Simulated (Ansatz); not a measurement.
# Si (I4_1/amd) in Ansatz: band structure with PBEsol

Aim: the band structure of Si with PBEsol.

Program: Ansatz 0.2.0. These are calculated values, not measurements. Logs are shortened: lines on timing, memory, paths and dates and some standing lists are left out, and cuts for length are marked.

## 1. The structure

The structure is tetragonal, space group I4_1/amd (No. 141). The conventional cell has a = 4.743 Å, b = 4.743 Å, c = 2.659 Å, α = 90.00°, β = 90.00°, γ = 90.00°. Around Si (site symmetry -4m2) lie 6 Si at 2.46 to 2.66 Å.

This isn't the form of Si at room conditions, which is diamond.

## 2. Band structure, PBEsol

Contents of input.yaml:

```yaml
crystal:
  lattice:
    - [-2.3713723045, 2.3713723045, 1.3292653899]
    - [2.3713723045, -2.3713723045, 1.3292653899]
    - [2.3713723045, 2.3713723045, -1.3292653899]
  atoms:
    - { symbol: Si, position: [0.5, 0.5, 0.0] }
    - { symbol: Si, position: [0.25, 0.75, 0.5] }
hamiltonian:
  xc: pbesol
  pseudopotentials: { kind: paw }
kpoints:
  mp_grid: { grid: [11, 11, 11] }
  band_path:
    path:
      - [[0.0, 0.0, 0.0], [0.0, 0.0, 0.5], [-0.5, 0.5, 0.5], [0.0, 0.0, 0.0], [0.3285532063, 0.3285532063, -0.3285532063], [0.25, 0.25, 0.25], [0.0, 0.5, 0.0], [-0.3285532063, 0.6714467937, 0.3285532063], [-0.5, 0.5, 0.5]]
      - [[0.0, 0.0, 0.5], [0.25, 0.25, 0.25]]
    npoints: 14
scf:
  occupations: { method: fermi_dirac, width: 0.05 }
  n_extra_bands: 6
output:
  forces: true
  stress: true
  eigenvalues: true
  fatbands: true
```

Potentials or basis: Ansatz PAW.

Launch:

```console
$ ansatz run input.yaml --threads 2 --pin off --max-ram 5632MiB --backend cpu --events-out ev --progress --plain --runs-dir out
```

The program printed:

```text
Warning: RAYON_NUM_THREADS=2 ignored (pool sized by the plan → 2); use --threads N
scf.n_extra_bands = 6 over 4 filled bands (N_el = 8.0): the run solves 10 bands
Engine: ansatz 0.2.0, x86_64-unknown-linux-gnu
Pseudopotentials: kind: paw
Pseudopotential: Si, paw, valence charge 4, recommended cutoff 420 eV (normal), Si.paw.azcp
Functional definition: PBEsol
  exchange = pbesol_x
  correlation = pbesol_c
Crystal: 2 atoms, lattice volume = 29.900 Å³
Basis set: ecut = 420 eV, 581 PW (Γ), exchange–correlation on 50×50×50 points (8 copies of the dense FFT grid, shifted against one another)
Bands: 10, of which v1, the nominal top of the filled ones, is band 4 counted from 1 (3 counted from 0)
Symmetry: 16 space group operations
Space group: I41/amd (ITA 141), of the structure as read, at distance tolerance 3.1e-5 Å
k-points: 126 of 1331
Non-local potential: Si, projectors of the file, l = 0: 2, l = 1: 2, l = 2: 2
PAW form: soft (Blöchl's): semilocal exchange-correlation on the pseudo side does not see the compensation charge
PAW frozen core: Si, regenerated for the run's functional, and the local potential with it (the file was generated under x = pbe(κ = 0.804, μ = 0.2195149727645171), c = pbe(β = 0.06672455060314922))
PAW one-centre angular grid: Si, 110 points (default); XC on 64 Gauss nodes
Initial density: superposition of atomic densities (neutral atoms: chi_scale 0, normalization atom), corrected by the library's trained network
Initial wavefunctions: pseudopotential atomic-orbital guess
Functional: x = pbesol(κ = 0.804, μ = 0.12345679012345678), c = pbesol(β = 0.046)
SCF iter   1: F=—  HF=-1242.602820 eV  |F-HF|=—  |Δ(HF+E_count)|=         —  Δρ=2.11e-3  dr2=6.50e-4  ethr=1.77e-3  ⟨swp⟩=5.3  Hψ=9312  notcnv=0  defer=9
preconditioner: auto → none  [metal: Δε(μ)=0.010 eV  Ē_g=11.973 eV  σ=0.050 eV  W_gap=0.05  n_scr=4 (ndim 8)  ℏωp=19.2 eV  f_vac=0.000  D(μ)=0.82/eV (n_scr^D=4)  sad-step TF]
SCF iter   2: F=—  HF=-1242.602775 eV  |F-HF|=—  |Δ(HF+E_count)|=   4.55e-5  Δρ=1.25e-3  dr2=2.44e-4  ethr=8.13e-6  ⟨swp⟩=1.6  Hψ=2370  notcnv=0  defer=46
SCF iter   3: F=—  HF=-1242.602795 eV  |F-HF|=—  |Δ(HF+E_count)|=   2.05e-5  Δρ=6.30e-5  dr2=1.15e-6  ethr=3.05e-6  ⟨swp⟩=1.0  Hψ=1114  notcnv=0  defer=46
SCF iter   4: F=—  HF=-1242.602796 eV  |F-HF|=—  |Δ(HF+E_count)|=   7.32e-7  Δρ=1.67e-5  dr2=5.37e-8  ethr=1.43e-8  ⟨swp⟩=2.4  Hψ=1604  notcnv=0  defer=46
iter 5 did not close the SCF: its close was put off for the readings that it lacked (scf_convergence_deferred on its scf_iter line)
SCF iter   5: F=-1242.602796 eV  HF=-1242.602796 eV  |F-HF|=1.34e-10  |Δ(HF+E_count)|=   1.65e-8  Δρ=1.38e-6  dr2=4.74e-10  ethr=6.71e-10  ⟨swp⟩=2.1  Hψ=1623  notcnv=0  defer=46
SCF iter   6: F=-1242.602796 eV  HF=-1242.602796 eV  |F-HF|=2.09e-11  |Δ(HF+E_count)|=  7.41e-11  Δρ=3.99e-7  dr2=4.56e-11  ethr=5.93e-12  ⟨swp⟩=4.0  Hψ=5411  notcnv=0
SCF 1 converged in 6 iterations: F = -1242.602796 eV  dr2 = 4.56e-11
NSCF: frozen V_eff on 128 k-points
SCF converged after 6 iterations
Free energy (F): -1242.602796 eV
Harris-Foulkes:  -1242.602796 eV  (|F-HF|=2.09e-11)
Internal energy: -1242.596007 eV  (E = F + TS)
E sigma→0 (E₀):  -1242.599401 eV
Entropy (-TS):   -0.006789 eV (-3.394 meV/atom)
Fermi energy:    9.880061 eV
--- Per-component energies (eV) ---
  E_band       = 34.978141
  E_kinetic    = 82.680984
  E_local      = -3.277066  (includes V_loc(G=0)·N_el)
  E_nonlocal   = 51.298731
  E_hartree    = 2.277379
  E_xc         = -111.127798
  E_vxc        = -95.939427  (∫ρ·V_xc dr)
  E_paw        = -997.238638  (= ΣΔE_a)
  E_vpaw       = -4.339862  (= ΣTr[D̂ρ^β])
  E_aug_tail   = 0.000013  (compensation charges beyond the density's cutoff)
  E_ewald      = -267.272733
  E_core_change = 0.063121  (= ΣΔE_core)
  E_smearing   = -0.006789  (= −TS)
  E_closure    = 0.000000  (closes the sum)
  Σ components = -1242.602796   (vs F -1242.602796, Δ=0.00e0)
--- Forces (eV/Å), atoms counted from 1 ---
  atom   1  Si    -0.00000000     0.00000000     0.00000000
  atom   2  Si    -0.00000000     0.00000000     0.00000000
  max |Σ_I F_I| component: 2.08e-17 eV/Å
--- Stress (GPa, compression-positive) ---
        1.288547      -0.000000      -0.000000
       -0.000000       1.288547      -0.000000
       -0.000000       0.000000      -0.519997
  P = ⅓ Tr σ = 0.6857 GPa (6.857 kbar)
--- Band table (eV; the first three rows and the last of 126) ---
  k-point 0: bands = ["-4.0313", "7.4363", "7.4363", "8.1430", "11.3709", "17.4213", "18.9921", "18.9976", "18.9976", "20.1261"]
  k-point 1: bands = ["-3.9256", "6.0086", "7.5314", "9.1104", "12.0959", "16.4025", "18.3537", "18.8640", "19.4262", "20.1415"]
  k-point 2: bands = ["-3.6089", "4.2399", "7.8167", "9.8205", "13.9324", "14.8728", "17.0887", "18.5739", "19.1293", "19.9744"]
  k-point 125: bands = ["1.0405", "1.6794", "3.0418", "3.6731", "15.4091", "15.4254", "22.4056", "22.9054", "23.7590", "24.0394"]
```

Run time: 2.1 s. Hardware: 2 threads of AMD EPYC 7R43 (Zen 3), shared host; peak memory 0.37 GiB.

Results:

- Free energy: -1242.6028 eV
- Pressure: 0.7 GPa
- Band gap on the k mesh: none (metal or under the smearing width)

Levels at the corners of the path, in eV from the Fermi level:
| point | band 1 | band 2 | band 3 | band 4 | band 5 | band 6 | band 7 | band 8 |
| --- | --- | --- | --- | --- | --- | --- | --- | --- |
| Γ | -13.91 | -2.44 | -2.44 | -1.74 | 1.49 | 7.54 | 9.11 | 9.12 |
| X | -10.75 | -10.75 | 0.41 | 0.41 | 2.74 | 2.74 | 8.11 | 8.11 |
| M | -8.25 | -8.25 | -6.89 | -6.89 | 5.50 | 5.50 | 13.31 | 13.31 |
| Γ | -13.91 | -2.44 | -2.44 | -1.74 | 1.49 | 7.54 | 9.11 | 9.12 |
| Z | -6.39 | -5.89 | -4.70 | -4.67 | -4.67 | 6.22 | 6.30 | 6.30 |
| P | -6.33 | -6.33 | -5.23 | -5.23 | 4.23 | 4.23 | 6.20 | 6.20 |
| N | -7.76 | -6.92 | -2.11 | -1.84 | -1.49 | 1.00 | 4.58 | 5.52 |
| Z1 | -6.39 | -5.89 | -4.70 | -4.67 | -4.67 | 6.22 | 6.30 | 6.30 |
| M | -8.25 | -8.25 | -6.89 | -6.89 | 5.50 | 5.50 | 13.31 | 13.31 |
| X | -10.75 | -10.75 | 0.41 | 0.41 | 2.74 | 2.74 | 8.11 | 8.11 |
| P | -6.33 | -6.33 | -5.23 | -5.23 | 4.23 | 4.23 | 6.20 | 6.20 |

Caveat: the PAW data sets come from PBE, with cores solved anew for the run's functional, which leaves a small shift of forces and pressure.
